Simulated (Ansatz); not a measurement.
Runs of Ansatz 0.2.0 on P. The structure is trigonal, space group R-3m (No. 166). The conventional cell has a = 3.451 Å, b = 3.451 Å, c = 9.389 Å, α = 90.00°, β = 90.00°, γ = 120.00°. P (site symmetry 3m) is surrounded by 3 P at 2.29 Å. This isn't the form of P at room conditions, which is orthorhombic.

```tsv
level	cell	target pressure (GPa)	gap on the mesh (eV)	pressure (GPa)	relaxed volume (Å³/atom)	largest force (eV/Å)
r2SCAN+D3(BJ)-ATM	relaxed	-	none	0.0	(a)	0.01
r2SCAN	relaxed to 20 GPa	20	none	20.0	-	-
r2SCAN+D4	relaxed	-	none	0.0	15.74	-
r2SCAN	relaxed	0	none	0.0	16.24	0.01
r2SCAN	relaxed to 30 GPa	30	none	30.0	-	-
r2SCAN	relaxed to 5 GPa	5	none	5.0	-	-
r2SCAN	relaxed to 2 GPa	2	none	2.0	-	-
r2SCAN+rVV10	relaxed	-	none	0.0	15.93	-
r2SCAN	relaxed to 10 GPa	10	none	10.0	-	-
r2SCAN+D3(BJ)	relaxed	-	none	0.0	15.56	-
r2SCAN	relaxed	-	none	0.0	16.24	0.01
```

Alike in all rows: task relaxation of cell and atoms; potentials or basis Ansatz PAW; no spin polarisation; k mesh 9 × 9 × 9; cutoff (eV) 500; smearing fermi-dirac 0.05 eV.

**Question.** Fill in the values left out.

**Answer.** (a) 15.72.

Caveats: the plane-wave basis is chosen anew once the cell has moved, so the energies of steps on either side of that aren't comparable; the PAW data sets come from PBE, with cores solved anew for the run's functional, which leaves a small shift of forces and pressure; pairwise dispersion overbinds metals, which lowers pressure and volume (some runs); the volume moved by over 15 % at a fixed basis, so the end points are rough (some runs); the dispersion damping was fitted for another functional or another form of the correction (some runs).

A gap of «none» marks a metal or a gap under the smearing width.
